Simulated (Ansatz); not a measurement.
# LiX (COD cell): trends with X

All numbers are results of PBE, scalar-relativistic (spin polarisation where moments were expected) in the plane-wave PAW code Ansatz at 420 eV, Gaussian smearing of 0.05 eV, not measurements.

Each member was relaxed to zero pressure in space group Fm-3m; constants are those of the conventional cell. Not every member need form in this structure.

```
 X  a (Å)  V (Å³/atom)  shortest unlike bond (Å)  gap (eV)  B0 (GPa)  E_f (eV/atom)
 H  4.007         8.04                      2.00      2.99        36          -0.42
 F  4.068         8.42                      2.03      8.83        68          -2.95
Cl  5.150        17.08                      2.58      6.26        32          -1.85
Br  5.511        20.92                      2.76      4.91        26          -1.55
```

The volume runs from 8.04 Å³/atom (H) to 20.92 Å³/atom (Br). All members have a gap.

Down the group F–Cl–Br the volume grows by 149 % as the atoms gain shells; the longer bonds are softer (B0 from 68 GPa for F to 26 GPa for Br); the gap shrinks from 8.83 eV to 4.91 eV as the anion's p level rises; E_f weakens from -2.95 (F) to -1.55 eV/atom (Br) along with the longer bonds and the falling electronegativity of the changed element (F 3.98, Cl 3.16, Br 2.96 on Pauling's scale).

For H, F, Cl, Br the 1 valence electrons of Li just fill the anion's shell; these members are gapped.

Gaps are (generalised) Kohn–Sham gaps. E_f is the formation energy from the elements run alike, at 0 K, without zero-point energy or any correction for the binding of gas molecules or dispersion between the molecules, chains or layers of the solid elements; it is good to about 0.01 eV/atom as a calculation.

All runs used the PAW datasets of the set soft_2.
